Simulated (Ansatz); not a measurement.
Crystal: BN.

```xyz
2
Lattice="0.0000 1.8130 1.8130 1.8130 0.0000 1.8130 1.8130 1.8130 0.0000" Properties=species:S:1:pos:R:3 pbc="T T T"
N     0.7907    0.8322    0.9506
B    -0.0760    0.0357    0.0041
```

The cell is a database's computed one.

The cell isn't the ideal one: atoms moved at random, drawn with an rms of 0.15 Å.

```yaml
Program: Ansatz 0.2.0
Task: relaxation of the atoms
Functional: SVWN5
Potentials_or_basis: PseudoDojo standard (LDA files)
Cutoff: 1143 eV
Density_cutoff: 4572 eV
k_mesh: 10 × 10 × 10
Occupations: cold, width 0.025 eV
Spin: no spin polarisation
```

At the start: volume 5.96 Å³/atom.

Problem. Where does the relaxation end?

Solution. Over 5 steps the energy falls by 80.6 meV/atom; space group F-43m (No. 216, to 0.05 Å).

Step by step:
| step | energy change (eV) | largest force (eV/Å) |
| --- | --- | --- |
| 1 | 0.0000 | 2.4902 |
| 2 | -0.0880 | 1.7369 |
| 3 | -0.1613 | 0.0212 |
| 4 | -0.1613 | 0.0211 |
| 5 | -0.1613 | 0.0000 |

Final structure:
```
CELL_PARAMETERS angstrom
0.00000 1.81300 1.81300
1.81300 0.00000 1.81300
1.81300 1.81300 0.00000
ATOMIC_POSITIONS crystal
N 0.27777 0.23552 0.21158
B 0.02777 0.98552 0.96158
```

Caveat: the thresholds are loose for stress.
